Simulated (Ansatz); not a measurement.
## Au: equation of state with LDA

The system is Au.

```xyz
2
Lattice="2.9000 0.0000 0.0000 -1.4500 2.5115 0.0000 0.0000 0.0000 4.8800" Properties=species:S:1:pos:R:3 pbc="T T T"
Au    1.4500    0.8372    1.2200
Au    0.0000    1.6743    3.6600
```

This isn't the form of Au at room conditions, which is fcc.

* Program: Ansatz 0.2.0
* Task: equation of state
* Functional: LDA
* Potentials or basis: Ansatz PAW
* Cutoff: 420 eV
* Density cutoff: 1680 eV
* k mesh: 11 × 11 × 6
* Occupations: fermi-dirac, width 0.05 eV
* Spin: no spin polarisation

```
Equilibrium volume                        : 16.59 Å³/atom (rough: see the caveat)
Bulk modulus at fixed shape and positions : 190 GPa (rough)
```

Energy against volume, from the lowest point:
```tsv
volume (Å³/atom)	energy (meV/atom)
16.705	0.00
17.060	6.98
17.416	21.46
17.771	42.44
18.127	69.07
18.482	100.55
18.837	136.21
```

All runs of the series together: 48 s on 2 threads of Intel(R) Xeon(R) Processor @ 2.50GHz (Skylake/Cascade Lake), on a shared host.

Caveat: the minimum lies outside the volumes run; the cell was scaled at fixed shape and fractional positions, which overstates the stiffness of a crystal with free parameters, most of all of layers and chains. Spin-orbit coupling is left out, which matters for the levels of Au.
